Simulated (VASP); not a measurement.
Input of a VASP 6.6.1 run:

File INCAR:

```
  PREC = Accurate
  ENCUT = 520
  EDIFF = 1E-6
  ISMEAR = 1
  SIGMA = 0.1
  LREAL = F
  LASPH = T
  NELM = 100
  ALGO = Normal
  ISIF = 2
  LWAVE = F
  LCHARG = T
  METAGGA = R2SCAN
  LMIXTAU = T
  LUSE_VDW = T
  IVDW_NL = 2
  BPARAM = 11.95
  CPARAM = 0.0093
  LVHAR = T
```

Contents of KPOINTS:

```
regular mesh
0
Gamma
  18 18 18
```

The input POSCAR:

```
Ir                                      
1.0
    0.0000000000      1.9231567368      1.9231567368
    1.9231567368     -0.0000000000      1.9231567368
    1.9231567368      1.9231567368     -0.0000000000
  Ir            
     1
Direct
     0.0000000000000000    0.0000000000000000    0.0000000000000000
```

Potentials or basis: VASP PAW PBE potentials, release 64 (Ir).

Command:

```console
$ cat potpaw_PBE.64/Ir/POTCAR > POTCAR
$ mpirun -np 1 vasp_std > vasp.out
```

Problem. Predict the band gap on the k mesh.

Solution. None (metal or under the smearing width).

Problem. What does it give for the pressure?

Solution. 0.0 GPa.

Caveat: the PAW data sets were made with another functional, which shifts forces and pressure a little; pairwise dispersion overbinds metals, which lowers pressure and volume. Spin-orbit coupling is left out, which matters for the levels of Ir.
